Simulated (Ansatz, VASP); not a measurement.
Pb: VASP beside Ansatz

INCAR

```
SYSTEM = Pb
ALGO     = Normal         ! electronic algorithm
EDIFF    = 1E-6           ! SCF threshold, eV
ENCUT    = 520            ! plane-wave cutoff, eV
GGA      = PE             ! functional
ISIF     = 2              ! what is computed and relaxed
ISMEAR   = -1             ! smearing method
LASPH    = .True.         ! aspherical terms in the spheres
LCHARG   = .True.         ! write CHGCAR
LELF     = .True.         ! ELF
LREAL    = .False.        ! projectors in reciprocal space
LVHAR    = .True.       
LWAVE    = .False.        ! write WAVECAR
NBANDS   = 13             ! bands
NELM     = 100            ! most SCF steps
PREC     = Accurate       ! precision mode
SIGMA    = 0.05           ! smearing width, eV
```

KPOINTS

```
k-points
0
Gamma
  12 12 12
  0 0 0
```

Contents of POSCAR:

```
Pb
1.0
    2.3978480711      0.0000000000      0.0000000000
    0.0000000000      2.3978480711      0.0000000000
    0.0000000000      0.0000000000      2.3978480711
Pb
1
Direct
    0.0000000000      0.0000000000      0.0000000000
```

Input for Ansatz:

```yaml
crystal:
  lattice:
    - [2.3978480711, 0.0, 0.0]
    - [0.0, 2.3978480711, 0.0]
    - [0.0, 0.0, 2.3978480711]
  atoms:
    - { symbol: Pb, position: [0.0, 0.0, 0.0] }
kpoints:
  mp_grid: { grid: [12, 12, 12] }
  band_path:
    path:
      - [0.0, 0.0, 0.0]
      - [0.0, 0.5, 0.0]
      - [0.5, 0.5, 0.0]
      - [0.0, 0.0, 0.0]
      - [0.5, 0.5, 0.5]
      - [0.0, 0.5, 0.0]
      - [0.5, 0.5, 0.5]
      - [0.5, 0.5, 0.0]
    npoints: 8
scf:
  occupations: { method: fermi_dirac, width: 0.05 }
hamiltonian:
  xc: pbe
  pseudopotentials: { kind: paw }
output:
  forces: true
  stress: true
  eigenvalues: true
  populations: true
  dos: { projected: true, de: 0.2, e_range: [-14, 8] }
```

Change from the starting cell: volume scaled by 0.4, PAW files.

Alike in both runs: task single point; functional PBE; k mesh 12 × 12 × 12; occupations fermi-dirac, width 0.05 eV; no spin polarisation.

|  | VASP | Ansatz |
| --- | --- | --- |
| version | VASP 6.6.1 | Ansatz 0.2.0 |
| potentials or method | VASP PAW PBE potentials, release 64 (Pb_d) | PAW with Ansatz's default frozen-core files, scalar-relativistic |
| plane-wave cutoff (eV) | 520 | 420 |
| valence electrons in the cell | 14 | 14 |

```csv
,VASP,Ansatz,Ansatz less VASP
pressure (GPa),318.9,318.9,-0.06
```

Caveats: the cell as given lies far from equilibrium; so large a pressure means that the cell lies far from this level's equilibrium, or that cutoff or potentials fall short (VASP). The runs have no spin-orbit coupling, so splittings on Pb are missing.
